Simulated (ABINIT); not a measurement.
Crystal: P.

```
P
1.0
     1.64774   -5.46504    0.00000
     1.64774    5.46504    0.00000
     0.00000    0.00000    4.54364
P
4
Direct
  0.90414 0.09586 0.58882
  0.09586 0.90414 0.41118
  0.59586 0.40414 0.08882
  0.40414 0.59586 0.91118
```

Base run:

```yaml
Program: ABINIT 10.8.3 (patched build)
Functional: PBE
Potentials_or_basis: JTH PAW PBE v2.0
Cutoff: 544 eV
k_mesh: 5 × 5 × 4
Occupations: fermi-dirac, width 0.05 eV
Spin: no spin polarisation
```

Its results: band gap on the k mesh 0.44 eV, direct; pressure 2.0 GPa; largest force 0.330 eV/Å.

**Question.** After a change of settings the same cell gave: band gap on the k mesh 0.37 eV, direct; pressure -0.4 GPa; largest force 0.314 eV/Å. Which change was it?
A. k mesh from 5 × 5 × 4 to 6 × 6 × 5
B. potentials or basis from JTH PAW PBE v2.0 to PseudoDojo NC SR PBE v0.5 stringent; cutoff from 544 eV to 490 eV; k mesh from 5 × 5 × 4 to 6 × 6 × 4
C. functional from PBE to PBEsol
D. functional from PBE to LDA; potentials or basis from JTH PAW PBE v2.0 to JTH PAW LDA v2.0

**Answer.** C.

PBEsol binds more tightly than PBE, so the same cell stands under less pressure.

Caveats: an odd mesh through Γ misses points on the zone boundary, where band edges often lie; the PAW data sets were made with another functional, which shifts forces and pressure a little (some runs).

Not every run made on this cell is shown here.
